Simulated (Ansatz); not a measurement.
The system is Al.

```
CELL_PARAMETERS angstrom
0.00000 2.02481 2.02481
2.02481 0.00000 2.02481
2.02481 2.02481 0.00000
ATOMIC_POSITIONS crystal
Al 0.00000 0.00000 0.00000
```

* Program: Ansatz 0.2.0
* Task: relaxation of cell and atoms
* Functional: PBEsol
* Dispersion: D3(BJ)
* Potentials or basis: Ansatz PAW
* Cutoff: 420 eV (not typed: the program's choice for these potentials)
* k mesh: 11 × 11 × 11
* Occupations: fermi-dirac, width 0.05 eV
* Spin: no spin polarisation

At the start: volume 16.60 Å³/atom.

Task: Where does the relaxation end?

Result: It ends after 5 steps and the volume is 15.59 Å³/atom (-6.1 %); space group Fm-3m (No. 225, to 0.05 Å).

The path:
```tsv
step	energy change (eV)	largest force (eV/Å)	volume (Å³)
1	0.0000	0.0000	16.60
2	-0.0165	0.0000	15.39
3	-0.0171	0.0000	15.61
4	-0.0172	0.0000	15.59
5	-0.0169	0.0000	15.59
```

Final structure:
```
Al
1.0
     0.00000    1.98292    1.98292
     1.98292    0.00000    1.98292
     1.98292    1.98292    0.00000
Al
1
Direct
  0.00000 0.00000 0.00000
```

The cell as given is a measured one (16.60 Å³/atom); PBEsol+D3(BJ) puts the equilibrium volume -6.1 % from it, thermal expansion not counted.

Caveat: the plane-wave basis is chosen anew once the cell has moved, so the energies of steps on either side of that aren't comparable; the PAW data sets come from PBE, with cores solved anew for the run's functional, which leaves a small shift of forces and pressure.
